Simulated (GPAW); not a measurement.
# Quasiparticle gap of NaCl (Fm-3m) in GPAW

How does a plane-wave GW calculation on NaCl (Fm-3m) run from the first input to the gap?

Program: GPAW 26.7.0. Level of theory: PBE and many-body steps on it, plane waves. Results are calculated unless marked as measured.

Report form: the programs' logs are mostly left out.

The database entry behind the starting cell differs from later determinations by our own check (an axis about 0.4 % short against later determinations), so it need not match the best structure at ambient conditions.

### 1. The starting structure

It takes space group Fm-3m (No. 225, cubic). The conventional cell has a = 5.620 Å, b = 5.620 Å, c = 5.620 Å, α = 90.00°, β = 90.00°, γ = 90.00°. Na has 6 Cl at 2.81 Å nearest. Nearest to Cl lie 6 Na at 2.81 Å. Farther neighbours and most contacts between anions are not listed.

The cell and positions come from the Crystallography Open Database and are kept as given unless a step says otherwise.

### 2. Ground state

This step: GPAW 26.7.0; DFT, PBE, plane waves, PAW.

The ground-state density comes first.

The input, run.py:

```python
import json
import numpy as np
from gpaw.mpi import world
from ase import Atoms
from gpaw import GPAW, PW, FermiDirac

atoms = Atoms(['Na', 'Cl'],
    cell=[[0.0000000000, 2.8100000000, 2.8100000000],
      [2.8100000000, 0.0000000000, 2.8100000000],
      [2.8100000000, 2.8100000000, 0.0000000000]],
    scaled_positions=[[0.0000000000, 0.0000000000, 0.0000000000],
      [0.5000000000, 0.5000000000, 0.5000000000]],
    pbc=(True, True, True))
calc = GPAW(mode=PW(450),
    xc='PBE',
    kpts={'size': (8, 8, 8), 'gamma': True},
    occupations=FermiDirac(0.001),
    nbands=-7,
    convergence={'density': 1e-6, 'bands': -3},
    maxiter=100,
    txt='gs.txt')
atoms.calc = calc
res = {'energy': atoms.get_potential_energy()}
kpts = calc.get_ibz_k_points()
res['kpts'] = kpts
res['eigenvalues'] = [calc.get_eigenvalues(kpt=k) for k in range(len(kpts))]
res['n_electrons'] = calc.get_number_of_electrons()
calc.write('gs.gpw')

if world.rank == 0:
    with open('result.json', 'w') as f:
        json.dump(res, f, default=lambda x: x.tolist())
```

Started as:

```sh
$ mpirun -n 4 gpaw python run.py
```

It took 3.2 s on 4 MPI ranks of AMD EPYC 9R45, shared host; peak memory 0.58 GiB; 12 s of CPU time.

Numbers from this step:

* total energy: -6.747 eV
* gap: 5.159 eV
* k of the valence top: 0, 0, 0
* k of the conduction bottom: 0, 0, 0
* least direct gap: 5.159 eV

The gap is direct, at Γ.

### 3. Bands along the symmetry lines

Levels along a band path, at the cheap level, show where the edges lie and whether the meshes to come will hold them.

The input, run.py:

```python
import json
import numpy as np
from gpaw.mpi import world
from gpaw import GPAW

path = [[0.000000, 0.000000, 0.000000],
    [0.062500, 0.000000, 0.062500],
    [0.125000, 0.000000, 0.125000],
    [0.187500, 0.000000, 0.187500],
    [0.250000, 0.000000, 0.250000],
    [0.312500, 0.000000, 0.312500],
    [0.375000, 0.000000, 0.375000],
    [0.437500, 0.000000, 0.437500],
    [0.500000, 0.000000, 0.500000],
    [0.515625, 0.031250, 0.515625],
    [0.531250, 0.062500, 0.531250],
    [0.546875, 0.093750, 0.546875],
    [0.562500, 0.125000, 0.562500],
    [0.578125, 0.156250, 0.578125],
    [0.593750, 0.187500, 0.593750],
    [0.609375, 0.218750, 0.609375],
    [0.625000, 0.250000, 0.625000],
    [0.375000, 0.375000, 0.750000],
    [0.328125, 0.328125, 0.656250],
    [0.281250, 0.281250, 0.562500],
    [0.234375, 0.234375, 0.468750],
    [0.187500, 0.187500, 0.375000],
    [0.140625, 0.140625, 0.281250],
    [0.093750, 0.093750, 0.187500],
    [0.046875, 0.046875, 0.093750],
    [0.000000, 0.000000, 0.000000],
    [0.062500, 0.062500, 0.062500],
    [0.125000, 0.125000, 0.125000],
    [0.187500, 0.187500, 0.187500],
    [0.250000, 0.250000, 0.250000],
    [0.312500, 0.312500, 0.312500],
    [0.375000, 0.375000, 0.375000],
    [0.437500, 0.437500, 0.437500],
    [0.500000, 0.500000, 0.500000],
    [0.500000, 0.468750, 0.531250],
    [0.500000, 0.437500, 0.562500],
    [0.500000, 0.406250, 0.593750],
    [0.500000, 0.375000, 0.625000],
    [0.500000, 0.343750, 0.656250],
    [0.500000, 0.312500, 0.687500],
    [0.500000, 0.281250, 0.718750],
    [0.500000, 0.250000, 0.750000],
    [0.500000, 0.218750, 0.718750],
    [0.500000, 0.187500, 0.687500],
    [0.500000, 0.156250, 0.656250],
    [0.500000, 0.125000, 0.625000],
    [0.500000, 0.093750, 0.593750],
    [0.500000, 0.062500, 0.562500],
    [0.500000, 0.031250, 0.531250],
    [0.500000, 0.000000, 0.500000]]
calc = GPAW('gs.gpw').fixed_density(kpts=path,
    symmetry='off',
    nbands=17,
    convergence={'bands': 13},
    txt='bands.txt')
res = {}
kpts = calc.get_ibz_k_points()
res['kpts'] = kpts
res['eigenvalues'] = [calc.get_eigenvalues(kpt=k) for k in range(len(kpts))]
res['n_electrons'] = calc.get_number_of_electrons()

if world.rank == 0:
    with open('result.json', 'w') as f:
        json.dump(res, f, default=lambda x: x.tolist())
```

Started as:

```sh
$ mpirun -n 4 gpaw python run.py
```

Elapsed: 3.3 s, on 4 MPI ranks; peak memory 0.55 GiB.

Numbers from this step:

* gap: 5.159 eV
* k of the valence top: 0, 0, 0
* k of the conduction bottom: 0, 0, 0
* least direct gap: 5.159 eV

The gap is 5.159 eV, as in the run before at this level.

The electronic bands at the labelled points (eV, zero at the top of the highest filled band; v1 is the highest filled band, c1 the lowest empty one):

```csv
point,v4,v3,v2,v1,c1,c2,c3,c4
Γ,-12.68,0.00,0.00,0.00,5.16,11.05,11.05,11.05
halfway,-12.47,-1.08,-0.32,-0.32,7.14,9.09,10.84,12.41
X,-12.28,-1.68,-0.60,-0.60,7.55,8.05,11.41,14.92
halfway,-12.28,-1.61,-0.77,-0.58,7.79,8.32,11.16,13.73
U,-12.27,-1.42,-1.13,-0.50,8.24,9.04,10.60,12.76
jump to K,-12.27,-1.42,-1.13,-0.50,8.24,9.04,10.60,12.76
halfway,-12.45,-1.24,-0.47,-0.16,7.32,9.68,10.76,11.85
Γ,-12.68,0.00,0.00,0.00,5.16,11.05,11.05,11.05
halfway,-12.51,-1.11,-0.14,-0.14,6.63,10.01,11.34,11.34
L,-12.33,-1.95,-0.27,-0.27,7.29,10.72,10.92,10.92
halfway,-12.30,-1.68,-0.77,-0.42,8.35,9.56,10.29,11.70
W,-12.26,-1.20,-1.20,-0.77,8.85,9.71,9.71,11.38
halfway,-12.27,-1.55,-0.80,-0.69,8.07,8.54,10.90,12.76
X,-12.28,-1.68,-0.60,-0.60,7.55,8.05,11.41,14.92
```

### 4. Empty states on the mesh, 6×6×6 mesh, 243 bands

The sums over transitions need many empty states on a uniform mesh; this step solves for them.

The input, run.py:

```python
import json
import numpy as np
from gpaw.mpi import world
from gpaw import GPAW

calc = GPAW('gs.gpw').fixed_density(kpts={'size': (6, 6, 6), 'gamma': True},
    parallel={'domain': 1, 'band': 1},
    txt='nscf.txt')
calc.diagonalize_full_hamiltonian(nbands=243)
calc.write('full.gpw', mode='all')
res = {}
kpts = calc.get_ibz_k_points()
res['kpts'] = kpts
res['eigenvalues'] = [calc.get_eigenvalues(kpt=k) for k in range(len(kpts))]
res['n_electrons'] = calc.get_number_of_electrons()

if world.rank == 0:
    with open('result.json', 'w') as f:
        json.dump(res, f, default=lambda x: x.tolist())
```

Started as:

```sh
$ mpirun -n 4 gpaw python run.py
```

Elapsed: 4.5 s, on 4 MPI ranks; peak memory 1 GiB.

Numbers from this step:

| Quantity | Value |
| --- | --- |
| gap | 5.159 eV |
| k of the valence top | 0, 0, 0 |
| k of the conduction bottom | 0, 0, 0 |
| least direct gap | 5.159 eV |
| k points computed | 16 |
| lowest point of the top converged band, above the valence top | 167.7394 eV |

On this mesh the gap is 5.159 eV.

### 5. Screening and self-energy, 6×6×6 mesh, 233 bands, screening to 175 eV

Now the one-shot GW correction: screening in the RPA, then the self-energy of the levels asked for.

This step: G0W0 on PBE, plane waves, PAW.

The input, run.py:

```python
import json
import numpy as np
from gpaw.mpi import world
from gpaw.response.g0w0 import G0W0

gw = G0W0('full.gpw',
    filename='gw',
    kpts=[0],
    bands=(5, 9),
    ecut=175,
    nbands=233,
    integrate_gamma='WS',
    ppa=True)
gw.calculate()
res = {mode: {k: v for k, v in r.items() if k != 'sigma_eskwn'}
       for mode, r in gw.all_results.items()}

if world.rank == 0:
    with open('result.json', 'w') as f:
        json.dump(res, f, default=lambda x: x.tolist())
```

Started as:

```sh
$ mpirun -n 4 gpaw python run.py
```

Wall time 92 s (4 MPI ranks); peak memory 1.2 GiB; 6.2 min of CPU time.

Numbers from this step:

```
G0W0 gap on the points computed              : 8.009 eV
least direct G0W0 gap on the computed points : 8.009 eV
Z at the valence top                         : 0.8147
Z at the conduction bottom                   : 0.8681
starting gap on the mesh                     : 5.159 eV
k of the valence top                         : 0, 0, 0
k of the conduction bottom                   : 0, 0, 0
```

The gap on the mesh goes from 5.16 eV to 8.01 eV, a correction of +2.85 eV.

Limits: finite bands, cutoff and mesh. v1 is the top filled band, c1 the lowest empty one. The levels before and after the correction (eV, zero at the valence-band top of each column):

```csv
,conduction bottom,valence top
Kohn-Sham,5.16,0.00
G0W0,8.01,0.00
```

```csv
,level,energy (eV)
Kohn-Sham,Γ v2-v1,0.000
Kohn-Sham,Γ c1,5.159
Kohn-Sham,Γ c2,11.053
G0W0,Γ v2-v1,0.000
G0W0,Γ c1,8.009
G0W0,Γ c2,14.357
```

### 6. Where the time went

Times are wall times on 4 MPI ranks of AMD EPYC 9R45, shared host, good to a factor of about two.

```csv
step,time,share,memory (GiB)
ground state,3.2 s,3 %,0.58
bands along the symmetry lines,3.3 s,3 %,0.55
empty states on the mesh,4.5 s,4 %,1.0
screening and self-energy,92 s,89 %,1.2
```

### 7. Outcome

```
PBE gap              : 5.16 eV, direct
G0W0 gap on the mesh : 8.01 eV
GW settings          : 6×6×6 mesh, 233 bands, screening to 175 eV, Godby-Needs plasmon pole
known limits         : not at the basis limit
```

What this shows: G0W0 moves the gap on the mesh from 5.16 eV to 8.01 eV (+2.85 eV), with Z of 0.81 and 0.87 at the edges. Only 1 of the mesh's irreducible points was corrected, so a valley elsewhere could overtake. The dearest step here is «screening and self-energy». Bands and cutoff are finite, so the gap is not at the basis limit. The miss can reach some tenths of an eV and take either sign; the mesh is an error of its own. These stock PAW sets were not made for GW. In the G0W0 run levels were corrected at 1 k point alone, so a gap called «on the mesh» is the least over those, and an edge elsewhere would be missed.

[Paths, hosts, dates, memory and timing lines, banners, echoed tables and standing remarks are left out of the program output.]

[Logs are printed without paths, hosts, clocks, repeated set-up lines and the standing remarks that a program may print on its own settings, such as how far it seeks lower states.]

[Runs of the session that timed out or met a known fault of the program may be left out.]

[Hosts, paths, dates, database ids (printed as entryN), source tags and the programs' standing remarks are cut or masked in the printed files.]
